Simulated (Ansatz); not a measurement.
Born–Oppenheimer molecular dynamics of a periodic cell of 16 atoms, Li (start crystal Li, start structure bcc, volume 1.1 times the crystal's). It goes on from the last frame of an earlier run, with new velocities.

Level of theory: DFT PBE-D3(BJ), scalar-relativistic, plane waves, PAW (Ansatz 0.2.0). Settings: cutoff 420 eV, k mesh 2x2x2, fermi-dirac smearing 0.1 eV, no spin polarisation.

* ensemble: NVT, Langevin thermostat
* time step: 1 fs
* steps asked: 229
* set temperature: 720 K
* friction: 0.02 /fs
* temperature schedule: 172 steps to 300 K, then 57 steps to 300 K
* seed: 118200

First frame:

```xyz
16
Lattice="7.2053 0.0000 0.0000 0.0000 7.2053 0.0000 0.0000 0.0000 7.2053" Properties=species:S:1:pos:R:3
Li 0.032 -0.330 0.166
Li 3.713 -0.246 -0.349
Li -0.058 3.580 0.512
Li 0.283 0.050 4.184
Li 1.893 1.581 1.820
Li 3.507 3.416 0.464
Li 3.502 0.095 3.956
Li 5.402 1.880 2.326
Li 0.241 3.279 3.930
Li 2.139 5.539 2.399
Li 1.762 1.946 6.504
Li 3.419 2.964 4.216
Li 5.037 5.223 2.257
Li 5.499 2.471 5.904
Li 2.019 5.325 5.632
Li 5.711 5.111 5.526
```

Q: What does the run give?

A: The run went to its last step.

```json
{
 "steps done": "229",
 "time covered": "229 fs",
 "mean temperature over the second half": "519 K",
 "spread of the potential energy over the second half": "13.0 meV per atom",
 "mean potential energy of the second half above the start": "-12.1 meV per atom"
}
```

The schedule's set-point averaged 335 K over the second half and the system 519 K, so it lags behind the ramp. A run of 0.23 ps of so small a system gives no equilibrium averages. Limits of this set-up: coarse k mesh.

Q: What happens to the structure?

A: Mean squared displacements from the first frame to the last, about the centre of mass: Li 0.25 Å². The details hang on the random start.

Q: How do temperature and energy run in time?

A: 
| time (fs) | T (K) | potential energy less start (eV) |
| --- | --- | --- |
| 0.0 | 675 | 0.000 |
| 19.0 | 865 | -0.302 |
| 38.0 | 531 | 0.122 |
| 57.0 | 697 | 0.096 |
| 76.0 | 576 | 0.303 |
| 95.0 | 647 | 0.425 |
| 114.0 | 828 | -0.327 |
| 133.0 | 631 | 0.044 |
| 152.0 | 531 | 0.085 |
| 171.0 | 453 | -0.170 |
| 190.0 | 494 | -0.291 |
| 209.0 | 594 | -0.463 |
| 228.0 | 187 | -0.341 |

The run took 13 min on 1 thread of Arm Neoverse V2 (shared host), peak memory 0.6 GiB.
